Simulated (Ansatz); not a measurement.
GaAs, 2 atoms in the cell. The structure is cubic, space group F-43m (No. 216). Conventional cell: a = 5.654 Å, b = 5.654 Å, c = 5.654 Å, α = 90.00°, β = 90.00°, γ = 90.00°. As (site symmetry -43m) has 4 Ga at 2.45 Å as nearest neighbours. Around Ga (site symmetry -43m) lie 4 As at 2.45 Å. 

| Property | Result |
| --- | --- |
| Program | Ansatz 0.2.0 |
| Task | band structure |
| Functional | PBEsol |
| Potentials or basis | all-electron LAPW, scalar-relativistic |
| Cutoff | 316 eV (chosen from the basis error) |
| Basis error allowed | 0.001 eV/atom |
| k mesh | 8 × 8 × 8 |
| Occupations | fermi-dirac, width 0.05 eV |
| Spin | no spin polarisation |

Potentials or basis: all-electron LAPW, scalar-relativistic.

Command:

```bash
$ ansatz run input.yaml --threads 1 --pin off --max-ram 3072MiB --backend cpu --events-out ev --progress --plain --runs-dir out
```

Hardware: 1 thread of Arm Neoverse V1, with other jobs on the host.

Q: How long does it take, and how much memory?

A: It took 26 s on 1 thread of Arm Neoverse V1, on a shared host, peak memory 0.29 GiB. Counts: scf iterations 7, plane waves 561, k points 29, bands 27.
